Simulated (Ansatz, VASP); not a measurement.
# Si2Ni (NiSi2 strained to the junction's net): VASP beside Ansatz

Aim: how closely do two programs agree when they are given the same cell, functional and k mesh? The cell is generated by rule, not measured, and may not be a known phase. The structure shown is the start of the Ansatz relaxation below; VASP solves that cell, so the two are compared at the walk's first step.

Program: Ansatz 0.2.0. Level of theory: plane waves, with VASP 6.6.1 beside it; single point at PBE. Results are calculated unless marked as measured.

## (1) Set-up

The structure is trigonal, space group R-3m (No. 166). Conventional cell: a = 3.790 Å, b = 3.790 Å, c = 9.490 Å, α = 90.00°, β = 90.00°, γ = 120.00°. Nearest to Si lie 4 Ni at 2.33 to 2.37 Å. Ni has 8 Si at 2.33 to 2.37 Å nearest. Farther neighbours are not listed.

## (2) Ansatz: relaxation, PBE

Ansatz runs on its default PAW (the set named soft_2) files.

The two programs are compared at the cell with which this relaxation starts, whose forces are those of its first step.

File input.yaml:

```yaml
crystal:
  lattice:
    - [3.79, 0.0, 0.0]
    - [-1.895, 3.2822362803, 0.0]
    - [0.0, 0.0, 9.4900647171]
  atoms:
    - { symbol: Si, position: [0.0, 0.0, 0.0] }
    - { symbol: Ni, position: [0.3333333333, 0.6666666667, 0.0833333333] }
    - { symbol: Si, position: [0.6666666667, 0.3333333333, 0.1666666667] }
    - { symbol: Si, position: [0.3333333333, 0.6666666667, 0.3333333333] }
    - { symbol: Ni, position: [0.6666666667, 0.3333333333, 0.4166666667] }
    - { symbol: Si, position: [0.0, 0.0, 0.5] }
    - { symbol: Si, position: [0.6666666667, 0.3333333333, 0.6666666667] }
    - { symbol: Ni, position: [0.0, 0.0, 0.75] }
    - { symbol: Si, position: [0.3333333333, 0.6666666667, 0.8333333333] }
kpoints:
  mp_grid: { grid: [12, 12, 3] }
scf:
  occupations: { method: fermi_dirac, width: 0.1 }
  max_iter: 150
hamiltonian:
  xc: pbe
relax:
  f_tol: 0.01
  max_steps: 40
  cell: { fix: [a, b, angles] }
```

Started as:

```
$ ansatz run input.yaml --threads 8 --pin off --max-ram 24576MiB --backend cpu --events-out ev --progress --plain --runs-dir out
```

Numbers of over 12 decimals in the logs are rounded to 6 here.

The program printed:

```text
Engine: ansatz 0.2.0, aarch64-unknown-linux-gnu
Pseudopotentials: kind: paw
Pseudopotential: Si, paw, valence charge 4, recommended cutoff 420 eV (normal), Si.paw.azcp
Pseudopotential: Ni, paw, valence charge 18, recommended cutoff 420 eV (normal), Ni.paw.azcp
Functional definition: PBE
  parameter kappa = 0.804
  parameter beta = 0.066725
  exchange = pbe_x(kappa = kappa, mu = beta*pi^2/3)
  correlation = pbe_c(beta = beta)
Crystal: 9 atoms, lattice volume = 118.053 Å³
Basis set: ecut = 420 eV, 2299 PW (Γ), exchange–correlation on 54×54×128 points (8 copies of the dense FFT grid, shifted against one another)
Bands: 48, of which v1, the nominal top of the filled ones, is band 39 counted from 1 (38 counted from 0)
Symmetry: 36 space group operations
Space group: R-3m (ITA 166), of the structure as read, at distance tolerance 4.9e-5 Å
k-points: 50 of 432
Non-local potential: Si, projectors of the file, l = 0: 2, l = 1: 2, l = 2: 2
Non-local potential: Ni, projectors of the file, l = 0: 3, l = 1: 2, l = 2: 3, l = 3: 1
PAW form: soft (Blöchl's): semilocal exchange-correlation on the pseudo side does not see the compensation charge
PAW one-centre angular grid: Si, 110 points (default); XC on 64 Gauss nodes
PAW one-centre angular grid: Ni, 590 points (default); XC on 64 Gauss nodes
Initial density: superposition of atomic densities (neutral atoms: chi_scale 0, normalization atom), corrected by the library's trained network
Initial wavefunctions: pseudopotential atomic-orbital guess
Functional: x = pbe(κ = 0.804, μ = 0.219515), c = pbe(β = 0.066725)
SCF iter   1: F=—  HF=-21337.205520 eV  |F-HF|=—  |Δ(HF+E_count)|=         —  Δρ=1.04e-2  dr2=9.20e-2  ethr=1.77e-3  ⟨swp⟩=7.8  Hψ=10412  notcnv=0  defer=3
preconditioner: auto → Kerker (q_TF=auto, 2.546 Å⁻¹)  [metal: Δε(μ)=0.030 eV  Ē_g=7.442 eV  σ=0.100 eV  W_gap=0.07  n_scr=36 (ndim 8)  ℏωp=25.1 eV  f_vac=0.000  D(μ)=2.61/eV (n_scr^D=12)]
SCF iter   2: F=—  HF=-21337.196837 eV  |F-HF|=—  |Δ(HF+E_count)|=   8.68e-3  Δρ=4.22e-3  dr2=1.83e-2  ethr=1.18e-4  ⟨swp⟩=2.0  Hψ=3019  notcnv=0  defer=3
SCF iter   3: F=—  HF=-21337.194910 eV  |F-HF|=—  |Δ(HF+E_count)|=   1.93e-3  Δρ=5.61e-4  dr2=3.05e-4  ethr=2.34e-5  ⟨swp⟩=1.3  Hψ=2603  notcnv=0  defer=4
SCF iter   4: F=—  HF=-21337.195061 eV  |F-HF|=—  |Δ(HF+E_count)|=   1.52e-4  Δρ=2.13e-4  dr2=7.31e-5  ethr=3.91e-7  ⟨swp⟩=2.0  Hψ=4243  notcnv=0  defer=4
SCF iter   5: F=—  HF=-21337.195050 eV  |F-HF|=—  |Δ(HF+E_count)|=   1.12e-5  Δρ=2.22e-4  dr2=4.24e-5  ethr=9.37e-8  ⟨swp⟩=2.0  Hψ=3763  notcnv=0  defer=4
SCF iter   6: F=—  HF=-21337.195053 eV  |F-HF|=—  |Δ(HF+E_count)|=   2.39e-6  Δρ=7.94e-5  dr2=6.16e-6  ethr=5.44e-8  ⟨swp⟩=2.0  Hψ=3342  notcnv=0  defer=4
SCF iter   7: F=—  HF=-21337.195054 eV  |F-HF|=—  |Δ(HF+E_count)|=   1.63e-6  Δρ=1.37e-5  dr2=2.61e-7  ethr=7.90e-9  ⟨swp⟩=2.2  Hψ=3366  notcnv=0  defer=4
SCF iter   8: F=-21337.195054 eV  HF=-21337.195054 eV  |F-HF|=8.00e-11  |Δ(HF+E_count)|=   1.48e-7  Δρ=2.65e-6  dr2=1.20e-8  ethr=1.28e-10  ⟨swp⟩=4.2  Hψ=8522  notcnv=0
SCF 1 converged in 8 iterations: F = -21337.195054 eV  dr2 = 1.20e-8
  greatest PAW one-centre occupation: 1.000 electrons in one spin orbital (limit 2), on the Ni atom at site 7 (counted from 0), in its partial waves of l = 1
relax step   1: F+E_penalty+E_count = -21337.19505447 eV  Δ(F+E_penalty+E_count) = +0.000e0 eV  max|allowed force component| = 2.062e-1 eV/Å  Δτ_max = 0.0000 Å  P = +3.974 GPa  Ω = 118.053 Å³  fix = [a, b, alpha, beta, gamma]  reactions: a +5.367, b +5.367 GPa  (8 SCF iters, dr2 threshold 1.00e-7 eV, accepted)
[...]
relax step   2: F+E_penalty+E_count = -21337.20809444 eV  Δ(F+E_penalty+E_count) = -1.304e-2 eV  max|allowed force component| = 1.312e-1 eV/Å  Δτ_max = 0.0104 Å  P = +3.233 GPa  Ω = 118.603 Å³  energy of the carried Pulay correction = -1.623e-4 eV  fix = [a, b, alpha, beta, gamma]  reactions: a +4.657, b +4.657 GPa  (6 SCF iters, dr2 threshold 9.00e-7 eV, accepted)
[...]
relax step   3: F+E_penalty+E_count = -21337.21491735 eV  Δ(F+E_penalty+E_count) = -6.823e-3 eV  max|allowed force component| = 4.970e-3 eV/Å  Δτ_max = 0.0156 Å  P = +2.560 GPa  Ω = 119.117 Å³  energy of the carried Pulay correction = -3.132e-4 eV  fix = [a, b, alpha, beta, gamma]  reactions: a +3.835, b +3.835 GPa  (6 SCF iters, dr2 threshold 9.00e-7 eV, accepted)
[...]
relax step   4: F+E_penalty+E_count = -21337.21522115 eV  Δ(F+E_penalty+E_count) = -3.038e-4 eV  max|allowed force component| = 5.033e-3 eV/Å  Δτ_max = 0.0000 Å  P = +2.561 GPa  Ω = 119.117 Å³  fix = [a, b, alpha, beta, gamma]  reactions: a +3.836, b +3.836 GPa  stress off target by 1.30e-2 GPa on what of the cell is left free  SCF on the basis re-selected at this cell (its energy is not comparable with the rows above)  (6 SCF iters)
basis re-selected at this cell: Δ(F+E_penalty+E_count) = -3.038e-4 eV, ΔP = +0.001 GPa vs the last step (what re-selecting the basis moved, of the pressure what is left beyond the Pulay correction that the steps carried, after the strain that the cell walked since its last selection, with what the two solves' SCF thresholds leave and, on support functions, any second-order correction that the steps lacked; it is no measure of the basis error at this ecutwfc). The dense FFT grid was sized anew with the basis: this SCF ran on 27×27×72 points, the steps before it on 27×27×64, so part of this shift can come from that change (see relax.cell in the input reference). [rest of the remark cut]
SCF converged after 6 iterations
Free energy (F): -21337.215221 eV
Harris-Foulkes:  -21337.215221 eV  (|F-HF|=7.28e-12)
Internal energy: -21337.129131 eV  (E = F + TS)
E sigma→0 (E₀):  -21337.172176 eV
Entropy (-TS):   -0.086090 eV (-9.566 meV/atom)
Fermi energy:    13.165956 eV
--- Per-component energies (eV) ---
  E_band       = -1037.797462
  E_kinetic    = 1110.920974
  E_local      = -14737.679715  (includes V_loc(G=0)·N_el)
  E_nonlocal   = 2038.511757
  E_hartree    = 6373.229879
  E_xc         = -597.822190
  E_vxc        = -625.465148  (∫ρ·V_xc dr)
  E_paw        = -7953.889046  (= ΣΔE_a)
  E_vpaw       = -1570.546652  (= ΣTr[D̂ρ^β])
  E_aug_tail   = 0.001730  (compensation charges beyond the density's cutoff)
  E_ewald      = -7570.402520
  E_smearing   = -0.086090  (= −TS)
  E_closure    = 0.000000  (closes the sum)
  Σ components = -21337.215221   (vs F -21337.215221, Δ=0.00e0)
--- Forces (eV/Å), atoms counted from 1 ---
  atom   1  Si     0.00000000    -0.00000000    -0.00503322
  atom   2  Ni     0.00000000     0.00000000     0.00000000
  atom   3  Si     0.00000000     0.00000000     0.00503322
  atom   4  Si     0.00000000     0.00000000    -0.00503322
  atom   5  Ni    -0.00000000     0.00000000     0.00000000
  atom   6  Si    -0.00000000     0.00000000     0.00503322
  atom   7  Si    -0.00000000     0.00000000    -0.00503322
  atom   8  Ni    -0.00000000    -0.00000000    -0.00000000
  atom   9  Si     0.00000000     0.00000000     0.00503322
  max |Σ_I F_I| component: 7.40e-17 eV/Å
--- Stress (GPa, compression-positive) ---
        3.835706      -0.000000      -0.000000
       -0.000000       3.835706      -0.000000
       -0.000000      -0.000000       0.013019
  P = ⅓ Tr σ = 2.5615 GPa (25.615 kbar)
--- Relaxed structure (3 steps of the walk, 3 accepted, 1 SCFs on fresh bases) ---
  F+E_penalty+E_count = -21337.21522115 eV   max|allowed force component| = 5.033e-3 eV/Å   (the final SCF, on the basis selected at the relaxed cell)
  cell:  # Å, volume = 119.1171 Å³
    - [3.790000, 0, 0]
    - [-1.895000, 3.282236, 0]
    - [0, 0, 9.575581]
  atoms:
    - { symbol: Si, position: [-7.595085642787989e-19, 0, -0.00273207] }
    - { symbol: Ni, position: [0.333333, 0.666667, 0.083333] }
    - { symbol: Si, position: [0.666667, 0.333333, 0.169399] }
    - { symbol: Si, position: [0.333333, 0.666667, 0.330601] }
    - { symbol: Ni, position: [0.666667, 0.333333, 0.416667] }
    - { symbol: Si, position: [7.595085642787988e-19, 0, 0.502732] }
    - { symbol: Si, position: [0.666667, 0.333333, 0.663935] }
    - { symbol: Ni, position: [0, 0, 0.75] }
    - { symbol: Si, position: [0.333333, 0.666667, 0.836065] }
```

In the SCF lines HF is the Harris–Foulkes energy and dr2 the Hartree energy of the density residual, in eV; the loop may stop once dr2 is under the threshold and the program's other checks hold. Hψ counts applications of the Hamiltonian.

## (3) VASP: single point, PBE, start cell

The same cell, functional, mesh and smearing now go to VASP, with its own data sets.

Lines of VASP's logs that name or quote its potential files are left out, and so is its time.

File INCAR:

```
SYSTEM = Si2Ni
PREC = Accurate
ENCUT = 520
EDIFF = 1E-06
NELM = 120
ISMEAR = -1
SIGMA = 0.1
LREAL = .FALSE.
ALGO = Normal
GGA = PE
NBANDS = 36
LASPH = .TRUE.
LORBIT = 11
LWAVE = .FALSE.
LCHARG = .FALSE.
ISIF = 2
GGA_COMPAT = .FALSE.
KPAR = 2
```

File POSCAR:

```
Si2Ni
1.0
    3.7900000000      0.0000000000      0.0000000000
   -1.8950000000      3.2822360000      0.0000000000
    0.0000000000      0.0000000000      9.4900650000
Si Ni
6 3
Direct
    0.0000000508      0.0000001016      0.0000000527
    0.6666667174      0.3333334349      0.1666666667
    0.3333333841      0.6666667682      0.3333333860
    0.0000000508      0.0000001016      0.5000000000
    0.6666667174      0.3333334349      0.6666667194
    0.3333333841      0.6666667682      0.8333333333
    0.3333333841      0.6666667682      0.0833333597
    0.6666667174      0.3333334349      0.4166666930
    0.0000000508      0.0000001016      0.7500000263
```

File KPOINTS:

```
Automatic mesh
0
Gamma
12 12 3
0 0 0
```

Potentials, in the order of the species: Si and Ni (PBE family, release 64).

Started as:

```
$ mpirun -np 2 vasp_std
```

The program printed:

```text
[banner, memory and clock lines left out]
running    2 mpi-ranks, on    1 nodes
 distrk:  each k-point on    1 cores,    2 groups
 distr:  one band on    1 cores,    1 groups

 POSCAR found type information on POSCAR SiNi
 POSCAR found :  2 types and       9 ions
 LDA part: xc-table for (Slater+PW92), standard interpolation
 POSCAR, INCAR and KPOINTS ok, starting setup
 FFT: planning ... GRIDC
 FFT: planning ... GRID_SOFT
 FFT: planning ... GRID
 WAVECAR not read
 entering main loop
       N       E                     dE             d eps       ncg     rms          rms(c)
DAV:   1     0.337466973603E+03    0.33747E+03   -0.22883E+04  3600   0.158E+03
DAV:   2    -0.271550024113E+02   -0.36462E+03   -0.35111E+03  3616   0.347E+02
DAV:   3    -0.569650795158E+02   -0.29810E+02   -0.28621E+02  4252   0.111E+02
DAV:   4    -0.581710603039E+02   -0.12060E+01   -0.11927E+01  4528   0.207E+01
DAV:   5    -0.582093322700E+02   -0.38272E-01   -0.38228E-01  4576   0.373E+00    0.284E+01
DAV:   6    -0.714325198438E+02   -0.13223E+02   -0.17232E+02  4556   0.198E+02    0.432E+01
DAV:   7    -0.530053008535E+02    0.18427E+02   -0.44209E+01  4340   0.115E+02    0.105E+01
DAV:   8    -0.523692488301E+02    0.63605E+00   -0.14955E+01  5488   0.479E+01    0.674E+00
DAV:   9    -0.520919788230E+02    0.27727E+00   -0.21973E+00  5048   0.188E+01    0.161E+00
DAV:  10    -0.520949701944E+02   -0.29914E-02   -0.49126E-02  4564   0.206E+00    0.948E-01
DAV:  11    -0.520922966479E+02    0.26735E-02   -0.96630E-03  4112   0.462E-01    0.472E-01
DAV:  12    -0.520918370904E+02    0.45956E-03   -0.39389E-03  4676   0.924E-01    0.181E-01
DAV:  13    -0.520917714244E+02    0.65666E-04   -0.49243E-04  4548   0.352E-01    0.237E-02
DAV:  14    -0.520917780481E+02   -0.66237E-05   -0.55411E-05  4444   0.565E-02    0.213E-02
DAV:  15    -0.520917782771E+02   -0.22901E-06   -0.26091E-06  3536   0.147E-02
   1 F= -.52091778E+02 E0= -.52049031E+02  d E =-.854953E-01
```

(Part 1 of 2 ends here.)

[Lines on the potential files, build, host, timing and source positions are cut from VASP's logs without a mark.]

[Logs are printed without paths, hosts, clocks, repeated set-up lines and the standing remarks that a program may print on its own settings, such as how far it seeks lower states.]

[Hosts, paths, dates, database ids (printed as entryN), source tags and the programs' standing remarks are cut or masked in the printed files.]
